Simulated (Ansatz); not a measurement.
# HfO2: the cost of one run

Computed with Ansatz 0.2.0 (DFT PBE+D3(BJ), scalar-relativistic, plane waves, PAW, unless a step's input says otherwise).

1 further run of the same task is left out (set aside as unsound or not needed).

## Step 1: The starting structure

Symmetry: Fm-3m, No. 225, cubic system. Conventional cell: a = 5.073 Å, b = 5.073 Å, c = 5.073 Å, α = 90.00°, β = 90.00°, γ = 90.00°. Hf (site symmetry m-3m) has 8 O at 2.20 Å as nearest neighbours. Around O (site symmetry -43m) lie 4 Hf at 2.20 Å.

Structure file:

```xyz
3
Lattice="0.0000 2.5364 2.5364 2.5364 0.0000 2.5364 2.5364 2.5364 0.0000" Properties=species:S:1:pos:R:3 pbc="T T T"
Hf    0.0000    0.0000    0.0000
O     1.2682    1.2682    1.2682
O     3.8047    3.8047    3.8047
```

This cell was relaxed beforehand with the same method: volume 10.88 Å³/atom, gap on the mesh 3.78 eV.

## Step 2: The slab

Miller indices refer to the conventional cell of the relaxed bulk, Fm-3m (No. 225): a = 5.073 Å, b = 5.073 Å, c = 5.073 Å, α = 90.00°, β = 90.00°, γ = 90.00°.

A (110) slab, 5.4 Å thick as cut, with 16 Å of vacuum, in a 2×1 surface cell; its outer planes are HfO2 (top) and HfO2 (bottom).

The slab as cut. Layers, bottom to top:

```tsv
plane	atoms per cell	height over the lowest (Å)
1	Hf2O4	0.00
2	Hf2O4	1.79
3	Hf2O4	3.59
4	Hf2O4	5.38
```

## Step 3: The clean surface, relaxed

input.yaml reads:

```yaml
crystal:
  lattice:
    - [7.1741418973, 0.0, 0.0]
    - [0.0, 5.0728843847, 0.0]
    - [0.0, 0.0, 21.3806064229]
  atoms:
    - { symbol: Hf, position: [0.25, 0.5, 0.374170865] }
    - { symbol: Hf, position: [0.75, 0.5, 0.374170865] }
    - { symbol: O, position: [0.5, 0.75, 0.374170865] }
    - { symbol: O, position: [0.0, 0.75, 0.374170865] }
    - { symbol: O, position: [0.5, 0.25, 0.374170865] }
    - { symbol: O, position: [0.0, 0.25, 0.374170865] }
    - { symbol: Hf, position: [0.5, 0.0, 0.458056955] }
    - { symbol: Hf, position: [0.0, 0.0, 0.458056955] }
    - { symbol: O, position: [0.75, 0.25, 0.458056955] }
    - { symbol: O, position: [0.25, 0.25, 0.458056955] }
    - { symbol: O, position: [0.75, 0.75, 0.458056955] }
    - { symbol: O, position: [0.25, 0.75, 0.458056955] }
    - { symbol: Hf, position: [0.75, 0.5, 0.541943045] }
    - { symbol: Hf, position: [0.25, 0.5, 0.541943045] }
    - { symbol: O, position: [0.0, 0.75, 0.541943045] }
    - { symbol: O, position: [0.5, 0.75, 0.541943045] }
    - { symbol: O, position: [0.0, 0.25, 0.541943045] }
    - { symbol: O, position: [0.5, 0.25, 0.541943045] }
    - { symbol: Hf, position: [0.0, 0.0, 0.625829135] }
    - { symbol: Hf, position: [0.5, 0.0, 0.625829135] }
    - { symbol: O, position: [0.25, 0.25, 0.625829135] }
    - { symbol: O, position: [0.75, 0.25, 0.625829135] }
    - { symbol: O, position: [0.25, 0.75, 0.625829135] }
    - { symbol: O, position: [0.75, 0.75, 0.625829135] }
basis:
  ecutwfc: 420
kpoints:
  mp_grid: { grid: [2, 3, 1] }
hamiltonian:
  xc: pbe
  dispersion: d3bj
scf:
  occupations: { method: gaussian, width: 0.05 }
output:
  forces: true
  eigenvalues: true
  write_density: true
  write_potential: true
  elf: true
  volumetric_format: npy
relax:
  adjacent_minimum: "off"
  f_tol: 0.03
  max_steps: 70
  constraints: [{ sites: [0, 1, 2, 3, 4, 5, 6, 7, 8, 9, 10, 11] }]
efield:
  axis: 3
  dipole_correction: true
  ramp_width: 0.04
```

On the command line:

```sh
> ansatz run input.yaml --threads 4 --pin off --max-ram 10240MiB --backend cpu --events-out ev --progress --plain --runs-dir out
```

Q: Estimate wall time and peak memory on 4 threads of Intel Xeon Platinum 8488C (Sapphire Rapids), shared host.

About 72 s, with a peak of 2.3 GiB.
